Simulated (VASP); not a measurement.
Data:

```yaml
crystal:
  lattice:
    - [0.00000, 3.09193, 3.09193]
    - [3.09193, 0.00000, 3.09193]
    - [3.09193, 3.09193, 0.00000]
  atoms:
    - { symbol: Zn, position: [0.00000, 0.00000, 0.00000] }
    - { symbol: Te, position: [0.25000, 0.25000, 0.25000] }
```

Method: PBE GGA, VASP's PBE PAW potentials (set 64) (plane waves; VASP). Settings: 520 eV cut-off, Gaussian smearing of 0.050 eV, potentials Zn Te.

Unless said otherwise, spin-orbit coupling is left out, though it shifts the bands of the heavy elements here.

### Question
Give the energies of bands 2 to 12 at the high-symmetry points, in eV from the valence-band maximum.

### Answer

| band | Γ | X | U | L | W |
|---|---|---|---|---|---|
| 2 | -6.78 | -6.70 | -6.70 | -6.72 | -6.69 |
| 3 | -6.78 | -6.64 | -6.66 | -6.72 | -6.67 |
| 4 | -6.78 | -6.64 | -6.61 | -6.56 | -6.59 |
| 5 | -6.57 | -6.54 | -6.56 | -6.56 | -6.58 |
| 6 | -6.57 | -6.37 | -6.33 | -6.43 | -6.31 |
| 7 | 0.00 | -4.80 | -4.68 | -4.92 | -4.66 |
| 8 | 0.00 | -2.03 | -2.87 | -0.83 | -2.65 |
| 9 | 0.00 | -2.03 | -1.69 | -0.83 | -2.42 |
| 10 | 1.06 | 2.30 | 2.70 | 1.73 | 4.37 |
| 11 | 4.43 | 2.50 | 4.69 | 5.08 | 4.87 |
| 12 | 4.43 | 9.55 | 7.60 | 5.08 | 5.74 |

The gap is direct, 1.06 eV, from the valence maximum at Γ to the conduction minimum at Γ.

Measured: gap 2.43 eV (computed value off by -1.37 eV), as given by Anna Miglio et al., npj Computational Materials (2020), arXiv:2011.12765 [zero-point renormalisation of 40 meV (experimental, the table's column) added back].

The compound is ZnTe in the zinc blende structure. It was relaxed first.
